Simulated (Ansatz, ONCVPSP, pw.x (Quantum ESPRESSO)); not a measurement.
**pw.x on sc P: one setting changed**

Potential: optimised norm-conserving Vanderbilt (ONCV), ONCVPSP 4.0.1, PBE; core [Ne], reference 3s2 3p2; waves: 3s: rc 1.35 bohr, ncon 3, nbas 6, qcut 5.4 1/bohr, local; 3p: rc 1.65 bohr, ncon 4, nbas 8, qcut 4.6 1/bohr, 2 projectors, debl 2.1 Ha; d scattering state at 0.16 Ha: rc 1.45 bohr, ncon 4, nbas 7, qcut 5.9 1/bohr, 2 projectors, debl 3.8 Ha; local part: the s channel; core correction: Teter function, fcfact 4.5, rcfact 1.2.

The reference run (k-mesh 13³, cutoffs 50/200 Ry, Fermi–Dirac 0.01 Ry, mixing_beta 0.4, conv_thr 1e-9, no spin) gives 0.65 GPa at 14.621 Å³/atom, where all-electron LAPW gives 0.27 GPa. This run, with its own iteration cap, changes ecutwfc (ecutrho with it) to 8, a wrong or extreme entry chosen on purpose.

```
&control
  calculation='scf', prefix='x', pseudo_dir='./', outdir='./tmp', tstress=.true., disk_io='none'
/
&system
  ibrav=0, nat=1, ntyp=1, ecutwfc=8, ecutrho=32, nbnd=9,
  occupations='smearing', smearing='fd', degauss=0.01
/
&electrons
  conv_thr=1e-09, mixing_beta=0.4, electron_maxstep=70
/
ATOMIC_SPECIES
P 1.0 P.UPF
CELL_PARAMETERS angstrom
  2.44526365 0.00000000 0.00000000
  0.00000000 2.44526365 0.00000000
  0.00000000 0.00000000 2.44526365
ATOMIC_POSITIONS crystal
P 0.0000 0.0000 0.0000
K_POINTS automatic
13 13 13 0 0 0
```

```bash
pw.x < P.scf.in > P.scf.out
```

Question: How does the run end?

Answer: It converges in 7 iterations; the free energy moves by +3.62 eV/atom and the pressure by -49.23 GPa. The result is not a property of the crystal.

```
Message from routine setup:
     using ibrav=0 with symmetry is DISCOURAGED, use correct ibrav instead
     lattice parameter (alat)  =       4.6209  a.u.
     unit-cell volume          =      98.6674 (a.u.)^3
     number of electrons       =         5.00
     number of Kohn-Sham states=            9
     kinetic-energy cutoff     =       8.0000  Ry
     charge density cutoff     =      32.0000  Ry
     scf convergence threshold =      1.0E-09
     Exchange-correlation= PBE
     number of k points=    84  Fermi-Dirac smearing, width (Ry)=  0.0100
     negative rho (up, down):  1.365E-03 0.000E+00
     iteration #  1     ecut=     8.00 Ry     beta= 0.40
     negative rho (up, down):  7.012E-05 0.000E+00
     total energy              =     -13.61598580 Ry
     estimated scf accuracy    <       0.09458656 Ry
     iteration #  2     ecut=     8.00 Ry     beta= 0.40
     total energy              =     -13.60789160 Ry
     estimated scf accuracy    <       0.02667546 Ry
     iteration #  3     ecut=     8.00 Ry     beta= 0.40
     total energy              =     -13.60974347 Ry
     estimated scf accuracy    <       0.00020421 Ry
     iteration #  4     ecut=     8.00 Ry     beta= 0.40
     total energy              =     -13.60976399 Ry
     estimated scf accuracy    <       0.00000344 Ry
     iteration #  5     ecut=     8.00 Ry     beta= 0.40
     total energy              =     -13.60976421 Ry
     estimated scf accuracy    <       0.00000016 Ry
     iteration #  6     ecut=     8.00 Ry     beta= 0.40
     total energy              =     -13.60976422 Ry
     estimated scf accuracy    <          1.9E-09 Ry
     iteration #  7     ecut=     8.00 Ry     beta= 0.40
     the Fermi energy is    11.3818 ev
!    total energy              =     -13.60976422 Ry
     estimated scf accuracy    <          7.7E-11 Ry
     smearing contrib. (-TS)   =      -0.00150150 Ry
     The total energy is F=E-TS. E is the sum of the following terms:
     one-electron contribution =       5.56928788 Ry
     hartree contribution      =       0.35912628 Ry
     xc contribution           =      -4.18625456 Ry
     ewald contribution        =     -15.35042233 Ry
     convergence has been achieved in   7 iterations
          total   stress  (Ry/bohr**3)                   (kbar)     P=     -485.81
     Message from routine punch:
     Nothing written, as per user request (disk_io='none')
```

The run took about 0.9 s on one core of a shared host (AMD EPYC 9R45 96-Core Processor, 96 threads, 376 GiB, load 76).
